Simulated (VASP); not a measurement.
Set up this calculation in VASP 6.6.1, as the native input.

* Task: relaxation of cell and atoms
* Functional: PBEsol
* Potentials or basis: VASP PAW PBE potentials, release 64 (Mg, O)
* Cutoff: 600 eV
* k mesh: 6 × 6 × 6
* Occupations: gaussian, width 0.02 eV
* Spin: no spin polarisation
* Dipole correction: no
* Further INCAR settings: ALGO = Fast; EDIFF = 1e-06; IBRION = 2; EDIFFG = -0.005; NSW = 100; ISIF = 3

The structure of MgO2 lies in POSCAR:

```
MgO2
1.0
    4.8286124700      0.0000000000      0.0000000000
    0.0000000000      4.8286124700      0.0000000000
    0.0000000000      0.0000000000      4.8286124700
Mg O
4 8
Direct
    0.0000000000      0.5000000000      0.5000000000
    0.5000000000      0.5000000000      0.0000000000
    0.5000000000      0.0000000000      0.5000000000
    0.0000000000      0.0000000000      0.0000000000
    0.4105755600      0.0894244400      0.9105755600
    0.0894244400      0.9105755600      0.4105755600
    0.9105755600      0.4105755600      0.0894244400
    0.5894244400      0.5894244400      0.5894244400
    0.4105755600      0.4105755600      0.4105755600
    0.0894244400      0.5894244400      0.9105755600
    0.9105755600      0.0894244400      0.5894244400
    0.5894244400      0.9105755600      0.0894244400
```

The cell is a database's computed one.

These files were run (other wordings do the same):

INCAR

```
SYSTEM = MgO2
  ALGO = Fast
  EDIFF = 1E-6
  EDIFFG = -0.005
  ENCUT = 600
  GGA = PS
  IBRION = 2
  ISIF = 3
  ISMEAR = 0
  LASPH = .True.
  LCHARG = .False.
  LREAL = .False.
  LWAVE = .False.
  NELM = 80
  NSW = 100
  PREC = Accurate
  SIGMA = 0.02
```

KPOINTS

```
k-points
0
Gamma
  6 6 6
  0 0 0
```

Potentials or basis: VASP PAW PBE potentials, release 64 (Mg, O).

Command:

```bash
$ cat potpaw_PBE.64/Mg/POTCAR potpaw_PBE.64/O/POTCAR > POTCAR
$ mpirun -np 1 vasp_std > vasp.out
```

Results of the run:

```json
{
  "Relaxed volume": "9.41 Å³/atom",
  "Relaxed cell": "a = 4.834 Å, b = 4.834 Å, c = 4.834 Å, α = 90.00°, β = 90.00°, γ = 90.00°",
  "Space group after relaxing (to 0.05 Å)": "Pa-3 (No. 205)",
  "Energy gained by relaxing": "0.3 meV/atom",
  "Ionic steps": "4",
  "Pressure after relaxing": "-0.1 GPa",
  "Band gap on the k mesh": "3.90 eV, indirect (least direct gap 4.03 eV)"
}
```

Caveat: the PAW data sets were made with another functional, which shifts forces and pressure a little.

Wall time 2.4 min on 1 thread of Intel(R) Xeon(R) 6975P-C (Granite Rapids), with other jobs on the host, peak memory 0.3 GiB.
